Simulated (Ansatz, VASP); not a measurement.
This is a calculation of PbS (Galena) for Ansatz 0.2.0.

File input.yaml:

```yaml
crystal:
  lattice:
    - [0.0, 2.96575, 2.96575]
    - [2.96575, 0.0, 2.96575]
    - [2.96575, 2.96575, 0.0]
  atoms:
    - { symbol: Pb, position: [0.0, 0.0, 0.0] }
    - { symbol: S, position: [0.5, 0.5, 0.5] }
hamiltonian:
  xc: pbesol
  pseudopotentials: { kind: paw }
kpoints:
  mp_grid: { grid: [8, 8, 8] }
scf:
  occupations: { method: fermi_dirac, width: 0.05 }
output:
  forces: true
  stress: true
  eigenvalues: true
relax:
  f_tol: 0.01
  max_steps: 40
  cell: { stress_tol: 0.05 }
```

Potentials or basis: Ansatz PAW.

Launch:

```console
$ ansatz run input.yaml --threads 1 --pin off --max-ram 3584MiB --backend cpu --events-out ev --progress --plain --runs-dir out
```

Q: Translate it to VASP 6.6.1. Potentials there: VASP PAW PBE potentials, release 64 (Pb_d, S).

A: As run (the cutoff follows the program's own potentials):

INCAR

```
SYSTEM = PbS
PREC = Accurate ; ENCUT = 600
EDIFF = 1E-6 ; ISMEAR = -1
SIGMA = 0.05 ; LREAL = .FALSE.
LASPH = .TRUE. ; NELM = 100
ALGO = Normal ; ISIF = 3
LWAVE = .FALSE. ; LCHARG = .FALSE.
GGA = PS ; IBRION = 2
NSW = 60 ; EDIFFG = -0.01
```

The input KPOINTS:

```
regular mesh
0
G
  8 8 8
  0 0 0
```

POSCAR

```
PbS
1.0
    0.0000000000      2.9657500000      2.9657500000
    2.9657500000      0.0000000000      2.9657500000
    2.9657500000      2.9657500000      0.0000000000
Pb S
1 1
Direct
    0.0000000000      0.0000000000      0.0000000000
    0.5000000000      0.5000000000      0.5000000000
```

Potentials or basis: VASP PAW PBE potentials, release 64 (Pb_d, S).

Command:

```console
$ cat potpaw_PBE.64/Pb_d/POTCAR potpaw_PBE.64/S/POTCAR > POTCAR
$ mpirun -np 1 vasp_std > vasp.out
```

Both were run:

|  | VASP | Ansatz | Ansatz less VASP |
| --- | --- | --- | --- |
| gap on the k mesh at the Fermi level, each at its own relaxed structure (eV) | 0.20 | 0.19 | -0.007 |
| relaxed volume (Å³/atom) | 25.71 | 25.70 | -0.005 |
| relaxed cell length with the largest relative difference (Å) | 4.174 | 4.174 | -0.0003 |
| energy change over the relaxation (meV/atom) | -1 | -1 | 0.0 |

Caveats: spin-orbit coupling is left out, which as a rule narrows the gap of such compounds by several tenths of an eV; the PAW data sets were made with another functional, which shifts forces and pressure a little (VASP); the plane-wave basis is chosen anew once the cell has moved, so the energies of steps on either side of that aren't comparable (Ansatz); the PAW data sets come from PBE, with cores solved anew for the run's functional, which leaves a small shift of forces and pressure (Ansatz).
